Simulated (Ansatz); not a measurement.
Runs of Ansatz 0.2.0 on Al. It takes space group P6_3/mmc (No. 194, hexagonal). The conventional cell has a = 2.827 Å, b = 2.827 Å, c = 9.186 Å, α = 90.00°, β = 90.00°, γ = 120.00°. Around Al (site symmetry -6m2) lie 12 Al at 2.82 to 2.83 Å. Al (site symmetry -3m) is surrounded by 12 Al at 2.82 to 2.83 Å. This isn't the form of Al at room conditions, which is fcc.

```tsv
task	level	k mesh	cutoff (eV)	points for each segment of the path	mesh quality	gap on the mesh (eV)	pressure (GPa)	V0 of scaled cells (Å³/atom)	B0 (GPa)
band structure	r2SCAN	6 × 6 × 2	500	14	coarse	none	0.7	-	-
single point	PBEsol	11 × 11 × 3	420	-	not flagged	none	(b)	-	-
phonons	PBEsol	10 × 10 × 4	420	-	not flagged	none	-	-	-
equation of state	PBEsol	11 × 11 × 3	420	-	not flagged	-	-	(a)	80
equation of state	LDA	11 × 11 × 3	420	-	not flagged	-	-	15.89	82
```

Alike in all rows: potentials or basis Ansatz PAW; no spin polarisation; cell as given; smearing fermi-dirac 0.05 eV.

**Question.** Fill in the values left out.

**Answer.** (a) 16.27; (b) 2.0.

Caveats: some runs use coarse meshes; the PAW data sets come from PBE, with cores solved anew for the run's functional, which leaves a small shift of forces and pressure; the cell was scaled at fixed shape and fractional positions, which overstates the stiffness of a crystal with free parameters, most of all of layers and chains (some runs).

A k mesh can miss the band edges.

A gap of «none» marks a metal or a gap under the smearing width.

Not every run made on this cell is shown here.
